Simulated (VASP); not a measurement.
# W (I4_1/amd) in VASP: a series of runs, part 2 of 3

VASP 6.6.1. Earlier steps stand in the parts before.

### 3 Relaxation of cell and atoms, r2SCAN

This run uses another cell than the first one, of 16.35 Å³/atom, 0.942 times its volume.

POSCAR

```
W
1.0
   -2.4656804795      2.4656804795      1.3450742167
    2.4656804795     -2.4656804795      1.3450742167
    2.4656804795      2.4656804795     -1.3450742167
W
2
Direct
    0.0000000000      0.0000000000      0.0000000000
    0.7500000000      0.2500000000      0.5000000000
```

INCAR.step1

```
PREC = Accurate
ENCUT = 600
ISMEAR = 0
SIGMA = 0.1
LREAL = F
LASPH = T
NELM = 80
GGA = PE
ALGO = Normal
EDIFF = 1E-4
LWAVE = T
LCHARG = F
```

INCAR.step2

```
PREC = Accurate
ENCUT = 600
EDIFF = 1E-6
ISMEAR = 0
SIGMA = 0.1
LREAL = F
LASPH = T
NELM = 80
ALGO = Normal
ISIF = 3
LWAVE = F
LCHARG = F
METAGGA = R2SCAN
LMIXTAU = T
IBRION = 2
NSW = 90
EDIFFG = -0.04
ISTART = 1
```

KPOINTS

```
Automatic mesh
0
Gamma
  8 8 8
```

Potentials or basis: VASP PAW PBE potentials, release 64 (W_sv).

Run with:

```
> cat potpaw_PBE.64/W_sv/POTCAR > POTCAR
> cp INCAR.step1 INCAR
> mpirun -np 1 vasp_std > vasp.out
> cp INCAR.step2 INCAR
> mpirun -np 1 vasp_std > vasp.out
```

OUTCAR:

```text
PREC = Accurate
   ENCUT = 600
   EDIFF = 1E-6
   ISMEAR = 0
   LREAL = F
   LASPH = T
   NELM = 80
   ISIF = 3
   METAGGA = R2SCAN
   IBRION = 2
   NSW = 90
   EDIFFG = -0.04
   ISTART = 1

 ion  position               nearest neighbor table
   1  0.000  0.000  0.000-   2 2.56   2 2.56   2 2.56   2 2.56   2 3.19   2 3.19   2 3.19   2 3.19

   2  0.750  0.250  0.500-   1 2.56   1 2.56   1 2.56   1 2.56   1 3.19   1 3.19   1 3.19   1 3.19

  LATTYP: Found a body centered tetragonal cell.
 ALAT       =     4.9313609590
 C/A-ratio  =     0.5455184595

  Lattice vectors:

 A1 = (  -2.4656804795,   2.4656804795,   1.3450742167)
 A2 = (   2.4656804795,  -2.4656804795,   1.3450742167)
 A3 = (   2.4656804795,   2.4656804795,  -1.3450742167)

Analysis of symmetry for initial positions (statically):
=====================================================================
 Subroutine PRICEL returns:
 Original cell was already a primitive cell.

 Routine SETGRP: Setting up the symmetry group for a
 body centered tetragonal supercell.

 Subroutine GETGRP returns: Found 16 space group operations
 (whereof  8 operations were pure point group operations)
 out of a pool of 16 trial point group operations.

The static configuration has the point symmetry D_2d.
 The point group associated with its full space group is D_4h.

Analysis of symmetry for dynamics (positions and initial velocities):
=====================================================================
 Subroutine PRICEL returns:
 Original cell was already a primitive cell.

 Routine SETGRP: Setting up the symmetry group for a
 body centered tetragonal supercell.

 Subroutine GETGRP returns: Found 16 space group operations
 (whereof  8 operations were pure point group operations)
 out of a pool of 16 trial point group operations.

The dynamic configuration has the point symmetry D_2d.
 The point group associated with its full space group is D_4h.

 Subroutine INISYM returns: Found 16 space group operations
 (whereof  8 operations are pure point group operations),
 and found     1 'primitive' translations

[... 102 lines left out ...]
   POTIM  = 0.5000    time-step for ionic-motion
   TEBEG  =    0.0;   TEEND  =   0.0 temperature during run
   PSTRESS=    0.0 pullay stress
   NELECT =      28.0000    total number of electrons
   NUPDOWN=      -1.0000    fix difference up-down
   EMIN   =  10.00;   EMAX   =-10.00  energy-range for DOS
   EFERMI =   0.00;   METHOD = LEGACY
   ISMEAR =     0;   SIGMA  =   0.10  broadening in eV -4-tet -1-fermi 0-gaus
   EFERMI_NEDOS =   21; number of points for ismear=-14 and -15
   IALGO  =     38    algorithm
   IMIX   =      4    mixing-type and parameters
     AMIX     =   0.40;   BMIX     =  1.00
     AMIX_MAG =   1.60;   BMIX_MAG =  1.00
  volume/ion in A,a.u.               =      16.35       110.37
  Fermi-wavevector in a.u.,A,eV,Ry     =   1.554417  2.937422 32.874567  2.416213
  Thomas-Fermi vector in A             =   2.658506
   LORBIT       =      0    0 simple, 1 ext, 2 COOP (PROOUT), +10 PAW based schemes
   METAGGA = R2SCAN    functional components
   LHFCALC =     F    Hartree Fock is set to
   AEXX    =    0.0000 exact exchange contribution
   IVDW    =     0    specifies the selected vdW correction
   LEPSILON=     F    determine dielectric tensor
   LRPA    =     F    only Hartree local field effects (RPA)
 conjugate gradient relaxation of ions
 non-spin polarized calculation
 Gauss-broadening in eV      SIGMA  =   0.10
  energy-cutoff  :      600.00
  volume of cell :       32.71
 maximum number of plane-waves:      1109
 NGX is ok and might be reduce to    30

--------------------------------------- Ionic step        1  -------------------------------------------

 number of electron      28.0000003 magnetization

 Free energy of the ion-electron system (eV)
  ---------------------------------------------------
  ext. energy  EPLUGINS =         0.00000000
  ---------------------------------------------------
  free energy    TOTEN  =      -100.12804037 eV

  energy without entropy =     -100.11907900  energy(sigma->0) =     -100.12355969

 E-fermi :  10.8915     XC(G=0): -14.6090

 val. band max:       10.8817356579   @ k =   0.1250   0.0000   0.0000
 cond. band min:      10.9010980333   @ k =  -0.3750  -0.3750   0.3750
 fundamental gap:      0.0193623754
 Fermi energy:        10.8915140761

 k-point     1 :       0.0000    0.0000    0.0000
  band No.  band energies     occupation
      1     -65.1064      2.00000
      2     -64.7835      2.00000
      3     -29.3513      2.00000
      4     -29.3513      2.00000
      5     -28.0137      2.00000
      6     -27.9922      2.00000
[... 782 lines left out ...]
--------------------------------------- Ionic step        9  -------------------------------------------

 number of electron      27.9999994 magnetization

 Free energy of the ion-electron system (eV)
  ---------------------------------------------------
  ext. energy  EPLUGINS =         0.00000000
  ---------------------------------------------------
  free energy    TOTEN  =      -100.25971423 eV

  energy without entropy =     -100.24976059  energy(sigma->0) =     -100.25473741

 E-fermi :   9.9394     XC(G=0): -14.1984

 val. band max:        9.9317272018   @ k =   0.3750   0.2500   0.0000
 cond. band min:       9.9696477636   @ k =   0.3750   0.2500   0.1250
 fundamental gap:      0.0379205618
 Fermi energy:         9.9394036204

 k-point     1 :       0.0000    0.0000    0.0000
  band No.  band energies     occupation
      1     -66.0391      2.00000
      2     -65.8109      2.00000
      3     -30.1237      2.00000
      4     -30.1237      2.00000
      5     -28.9672      2.00000
      6     -28.9672      2.00000
[... 524 lines left out ...]
  FREE ENERGIE OF THE ION-ELECTRON SYSTEM (eV)
  ---------------------------------------------------
  free  energy   TOTEN  =      -100.2597142315 eV

  energy  without entropy=     -100.2497605881  energy(sigma->0) =     -100.25473741

 reached required accuracy - stopping structural energy minimisation
```

OSZICAR.step1:

```text
N       E                     dE             d eps       ncg     rms          rms(c)
DAV:   1     0.286387801638E+03    0.28639E+03   -0.17739E+04  2124   0.199E+03
DAV:   2    -0.141888965588E+02   -0.30058E+03   -0.29613E+03  2304   0.534E+02
DAV:   3    -0.240887786448E+02   -0.98999E+01   -0.96156E+01  2628   0.894E+01
DAV:   4    -0.242340081815E+02   -0.14523E+00   -0.14456E+00  2528   0.106E+01
DAV:   5    -0.242357449779E+02   -0.17368E-02   -0.17362E-02  2478   0.122E+00    0.288E+01
DAV:   6    -0.236069413829E+02    0.62880E+00   -0.92938E-01  2464   0.971E+00    0.127E+01
DAV:   7    -0.234497069524E+02    0.15723E+00   -0.53719E-01  2616   0.691E+00    0.718E-01
DAV:   8    -0.234445548618E+02    0.51521E-02   -0.14090E-02  2324   0.140E+00    0.455E-02
DAV:   9    -0.234445766805E+02   -0.21819E-04   -0.20635E-04  2066   0.166E-01
   1 F= -.23444577E+02 E0= -.23439990E+02  d E =-.917374E-02
```

Run time: 27 min. Hardware: 1 thread of AMD EPYC 7R43 (Zen 3), shared host; peak memory 0.17 GiB.

What came out:

| Quantity | Value |
| --- | --- |
| Free energy | -100.2597 eV |
| Relaxed volume | 17.45 Å³/atom |
| Relaxed cell | a = 3.843 Å, b = 3.843 Å, c = 3.843 Å, α = 97.06°, β = 97.06°, γ = 138.96° |
| Space group after relaxing (to 0.05 Å) | I4_1/amd (No. 141) |
| Energy gained by relaxing | 65.8 meV/atom |
| Ionic steps | 9 |
| Pressure after relaxing | 0.0 GPa |
| Band gap on the k mesh | none (metal or under the smearing width) |

Step by step:
| step | energy change (eV) | largest force (eV/Å) | pressure (GPa) | volume (Å³) |
| --- | --- | --- | --- | --- |
| 1 | 0.0000 | 0.0000 | 17.96 | 32.71 |
| 2 | 0.6928 | 0.0000 | -31.04 | 42.16 |
| 3 | -0.1247 | 0.0000 | -1.87 | 35.16 |
| 4 | -0.1256 | 0.0000 | -0.60 | 34.97 |
| 5 | -0.1255 | 0.0000 | -0.27 | 34.92 |
| 6 | -0.1315 | 0.0000 | 0.55 | 34.82 |
| 7 | -0.1316 | 0.0000 | 0.50 | 34.82 |
| 8 | -0.1312 | 0.0000 | -1.02 | 35.05 |
| 9 | -0.1317 | 0.0000 | -0.01 | 34.89 |

Final structure:
```yaml
crystal:
  lattice:
    - [-2.54473, 2.54473, 1.34712]
    - [2.54473, -2.54473, 1.34712]
    - [2.54473, 2.54473, -1.34712]
  atoms:
    - { symbol: W, position: [0.00000, 0.00000, 0.00000] }
    - { symbol: W, position: [0.75000, 0.25000, 0.50000] }
```

Levels at points of the mesh, in eV from the Fermi level:
```csv
k point,band 10,band 11,band 12,band 13,band 14,band 15,band 16,band 17,band 18
"(0.00, 0.00, 0.00)",-5.74,-4.17,-3.91,-2.81,2.34,2.34,2.37,2.37,5.20
"(0.50, 0.00, 0.00)",-4.95,-3.49,-2.87,-0.39,-0.31,-0.25,2.16,3.09,3.50
"(0.50, 0.50, 0.00)",-5.92,-3.20,-3.20,-1.51,-1.51,0.51,0.51,3.47,3.47
"(0.50, 0.50, 0.50)",-5.76,-2.75,-2.75,-0.86,-0.86,1.31,1.31,2.92,2.92
```

Caveat: the PAW data sets were made with another functional, which shifts forces and pressure a little.

### 4 Single point, r2SCAN

This run uses another cell than the first one, of 16.35 Å³/atom, 0.942 times its volume.

POSCAR is that of step 3.

INCAR.step1

```
SYSTEM = W
PREC = Accurate
ENCUT = 520
ISMEAR = 0
SIGMA = 0.1
LREAL = .False.
LASPH = .True.
NELM = 100
NBANDS = 21
GGA = PE
ALGO = Normal
EDIFF = 1E-4
LWAVE = .True.
LCHARG = .False.
```

INCAR.step2

```
SYSTEM = W
PREC = Accurate
ENCUT = 520
EDIFF = 1E-7
ISMEAR = 0
SIGMA = 0.1
LREAL = .False.
LASPH = .True.
NELM = 100
ALGO = Normal
ISIF = 2
LWAVE = .False.
LCHARG = .False.
METAGGA = R2SCAN
LMIXTAU = .True.
NBANDS = 21
ISTART = 1
```

KPOINTS

```
regular mesh
0
Gamma
  8 8 8
  0 0 0
```

Run with:

```
> cat potpaw_PBE.64/W_sv/POTCAR > POTCAR
> cp INCAR.step1 INCAR
> mpirun -np 1 vasp_std > vasp.out
> cp INCAR.step2 INCAR
> mpirun -np 1 vasp_std > vasp.out
```

It took 3.3 min on 1 thread of AMD EPYC 7R43 (Zen 3), shared host; peak memory 0.14 GiB.

It converged, with:

| Quantity | Value |
| --- | --- |
| Free energy | -100.1277 eV |
| Pressure | 17.9 GPa |
| Band gap on the k mesh | none (metal or under the smearing width) |

Stress tensor (GPa, compression positive):
```
20.87  0.00  0.00
 0.00 20.87  0.00
 0.00  0.00 12.08
```

Levels at points of the mesh, in eV from the Fermi level:
| k point | band 11 | band 12 | band 13 | band 14 | band 15 | band 16 | band 17 | band 18 |
| --- | --- | --- | --- | --- | --- | --- | --- | --- |
| (0.00, 0.00, 0.00) | -4.52 | -4.05 | -2.87 | 2.04 | 2.04 | 2.11 | 2.11 | 5.77 |
| (0.50, 0.00, 0.00) | -3.82 | -3.18 | -0.50 | -0.44 | -0.15 | 2.16 | 3.49 | 3.88 |
| (0.50, 0.50, 0.00) | -3.42 | -3.42 | -1.61 | -1.61 | 0.47 | 0.47 | 3.54 | 3.54 |
| (0.50, 0.50, 0.50) | -2.88 | -2.88 | -0.75 | -0.75 | 1.36 | 1.36 | 2.83 | 2.83 |

Caveat: so large a pressure means that the cell lies far from this level's equilibrium, or that cutoff or potentials fall short; the potentials were made for another functional, which shifts forces and pressure. Spin-orbit coupling is left out, which matters for the levels of W.

### 5 Single point, r2SCAN

This run uses another cell than the first one: it holds 4 atoms, not 2.

POSCAR

```
W
1.0
    2.1997587289     -4.0330148074      0.0000000000
    2.1997587289      4.0330148074      0.0000000000
    0.0000000000      0.0000000000      4.3266531695
W
4
Direct
    0.1595108158      0.8404891842      0.0571063921
    0.6595108158      0.3404891842      0.4428936079
    0.8404891842      0.1595108158      0.9428936079
    0.3404891842      0.6595108158      0.5571063921
```

INCAR.step1

```
ALGO = Normal
EDIFF = 1E-4
ENCUT = 520
GGA = PE
ISMEAR = 0
LASPH = True
LCHARG = False
LREAL = False
LWAVE = True
NBANDS = 36
NELM = 100
PREC = Accurate
SIGMA = 0.1
```

INCAR.step2

```
ALGO = Normal
EDIFF = 1E-6
ENCUT = 520
ISIF = 2
ISMEAR = 0
ISTART = 1
LASPH = True
LCHARG = False
LMIXTAU = True
LREAL = False
LWAVE = False
METAGGA = R2SCAN
NBANDS = 36
NELM = 100
PREC = Accurate
SIGMA = 0.1
```

KPOINTS

```
k-points
0
Gamma
  6 6 4
```

Run with:

```
> cat potpaw_PBE.64/W_sv/POTCAR > POTCAR
> cp INCAR.step1 INCAR
> mpirun -np 1 vasp_std > vasp.out
> cp INCAR.step2 INCAR
> mpirun -np 1 vasp_std > vasp.out
```

Run time: 2 min. Hardware: 1 thread of Intel Xeon 6975P-C (Granite Rapids), shared host; peak memory 0.24 GiB.

It converged, with:

* Free energy: -200.1854 eV
* Pressure: 0.9 GPa
* Largest force: 0.049 eV/Å
* Band gap on the k mesh: none (metal or under the smearing width)

Forces on the atoms (eV/Å):
```
W    0.000  0.034  0.035
W    0.000  0.034 -0.035
W    0.000 -0.034 -0.035
W    0.000 -0.034  0.035
```

Stress tensor (GPa, compression positive):
```
0.94 0.00 0.00
0.00 0.99 0.00
0.00 0.00 0.85
```

Levels at points of the mesh, in eV from the Fermi level:
| k point | band 24 | band 25 | band 26 | band 27 | band 28 | band 29 | band 30 | band 31 | band 32 | band 33 |
| --- | --- | --- | --- | --- | --- | --- | --- | --- | --- | --- |
| (0.00, 0.00, 0.00) | -1.53 | -1.15 | -1.07 | 0.13 | 0.28 | 0.96 | 1.21 | 1.23 | 1.51 | 1.85 |
| (0.50, 0.00, 0.00) | -2.38 | -2.30 | -2.30 | -0.60 | -0.60 | 0.40 | 0.40 | 1.94 | 1.94 | 2.72 |
| (0.50, 0.50, 0.00) | -1.94 | -1.48 | -0.55 | -0.25 | -0.16 | 0.74 | 1.63 | 2.09 | 2.59 | 2.94 |
| (0.00, 0.00, 0.50) | -2.31 | -1.36 | -1.36 | -0.66 | -0.66 | 0.67 | 0.67 | 1.10 | 1.10 | 1.66 |
| (0.50, 0.00, 0.50) | -2.13 | -1.46 | -1.46 | -1.40 | -1.40 | 1.51 | 1.51 | 2.15 | 2.15 | 3.25 |
| (0.50, 0.50, 0.50) | -3.05 | -2.00 | -2.00 | -1.54 | -1.54 | 1.05 | 1.05 | 1.23 | 1.23 | 3.27 |

Caveat: the k mesh is coarse (spacing up to 0.36 Å⁻¹), so the values aren't converged; the PAW data sets were made with another functional, which shifts forces and pressure a little. The run has no spin-orbit coupling, so splittings on W are missing.

[end of part 2 of 3]
